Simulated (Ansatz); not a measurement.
Al:

```
Al
1.0
     4.54673    0.00000    0.00000
    -2.27337    3.93758    0.00000
     0.00000    0.00000    2.75393
Al
2
Cartesian
  0.0000 2.6251 1.3770
  2.2734 1.3125 1.3770
```

The cell was built by a generator and needn't be a form met in nature.

* Program: Ansatz 0.2.0
* Task: relaxation of cell and atoms
* Functional: HF
* Potentials or basis: Ansatz PAW
* Cutoff: 420 eV (not typed: the program's choice for these potentials)
* k mesh: 4 × 4 × 5
* Occupations: fermi-dirac, width 0.05 eV
* Spin: no spin polarisation

At the start: volume 24.65 Å³/atom.

Task: How do energy, volume and symmetry change on relaxing?

Result: It ends after 7 steps and the volume is 27.03 Å³/atom (+9.6 %); space group P6/mmm (No. 191, to 0.05 Å).

The path:
| step | energy change (eV) | largest force (eV/Å) | volume (Å³) |
| --- | --- | --- | --- |
| 1 | 0.0000 | 0.0000 | 49.30 |
| 2 | -0.0667 | 0.0000 | 53.24 |
| 3 | -0.0679 | 0.0000 | 53.88 |
| 4 | -0.0680 | 0.0000 | 53.98 |
| 5 | -0.0696 | 0.0000 | 53.98 |
| 6 | -0.0696 | 0.0000 | 54.05 |
| 7 | -0.0696 | 0.0000 | 54.05 |

Final structure:
```
Al
1.0
     4.63645    0.00000    0.00000
    -2.31823    4.01528    0.00000
     0.00000    0.00000    2.90340
Al
2
Direct
  0.33333 0.66667 0.50000
  0.66667 0.33333 0.50000
```

Caveat: the k mesh is coarse (spacing up to 0.46 Å⁻¹), so the values aren't converged, least of all with exact exchange; the plane-wave basis is chosen anew once the cell has moved, so the energies of steps on either side of that aren't comparable; the PAW data sets come from PBE, with cores solved anew for the run's functional, which leaves a small shift of forces and pressure.
